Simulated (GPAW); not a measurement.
The system is CuO.

```
CELL_PARAMETERS angstrom
0.00000 2.32725 2.32725
2.32725 0.00000 2.32725
2.32725 2.32725 0.00000
ATOMIC_POSITIONS crystal
Cu 0.00000 0.00000 0.00000
O 0.25000 0.25000 0.25000
```

Measurements of this composition are mostly on another form, of space group No. 15.

Base run:

| Property | Result |
| --- | --- |
| Program | GPAW 26.7.0 |
| Functional | PBE |
| Potentials or basis | GPAW PAW data sets (gpaw-data 1.2.1) |
| Cutoff | 800 eV |
| Basis | pw |
| k mesh | 10 × 10 × 10 |
| Occupations | fermi-dirac, width 0.05 eV |
| Spin | no spin polarisation |

Its results: pressure -8.5 GPa.

Task: The run is repeated on the same cell with these changes: hubbard terms from none to Cu d U = 5 eV. What comes out?

Result: Pressure -7.9 GPa.

Caveats: with this Cu data set, volumes or pressures lay over 1.5 % or 2 GPa off other programs in two to four cells of ten; an odd number of electrons without spin polarisation forces a metal; a magnetic or distorted state may lie lower; the run has no spin polarisation, though such a crystal can be magnetic; U without spin polarisation on a metal has little footing (some runs).
